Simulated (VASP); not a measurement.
A run of VASP 6.6.1 is set up as follows.

Contents of POSCAR:

```
AlN
1.0
    3.3007800000      0.0000000000      0.0000000000
   -1.6503900000      2.8585600000      0.0000000000
    0.0000000000      0.0000000000      4.1384300000
Al N
2 2
Direct
    0.3333300000      0.6666700000      0.7500000000
    0.6666700000      0.3333300000      0.2500000000
    0.3333300000      0.6666700000      0.2500000000
    0.6666700000      0.3333300000      0.7500000000
```

Contents of INCAR.step1:

```
  PREC = Accurate
  ENCUT = 520
  EDIFF = 1E-5
  ISMEAR = 0
  SIGMA = 0.02
  LREAL = F
  LASPH = T
  NELM = 80
  ALGO = Normal
  ISIF = 2
  LWAVE = T
  NBANDS = 16
  GGA = PE
```

Contents of INCAR.step2:

```
  PREC = Accurate
  ENCUT = 520
  EDIFF = 1E-7
  ISMEAR = 0
  SIGMA = 0.02
  LREAL = F
  LASPH = T
  NELM = 80
  ALGO = Normal
  ISIF = 2
  LWAVE = F
  LCHARG = T
  GGA = PE
  LHFCALC = T
  HFSCREEN = 0.2
  PRECFOCK = Fast
  LELF = T
  LVHAR = T
  NBANDS = 16
  ISTART = 1
```

KPOINTS

```
regular mesh
0
Gamma
  6 6 4
```

Potentials or basis: VASP PAW PBE potentials, release 64 (Al, N).

Command:

```console
$ cat potpaw_PBE.64/Al/POTCAR potpaw_PBE.64/N/POTCAR > POTCAR
$ cp INCAR.step1 INCAR
$ mpirun -np 1 vasp_std > vasp.out
$ cp INCAR.step2 INCAR
$ mpirun -np 1 vasp_std > vasp.out
```

Q: What does it give for the pressure?

A: -2.1 GPa.

Q: Predict the band gap on the k mesh.

A: 4.73 eV, direct.

Stress tensor (GPa, compression positive):
```
-2.49  0.00  0.00
 0.00 -2.49  0.00
 0.00  0.00 -1.18
```

Caveat: the PAW data sets were made with another functional, which shifts forces and pressure a little. A k mesh can miss the band edges.
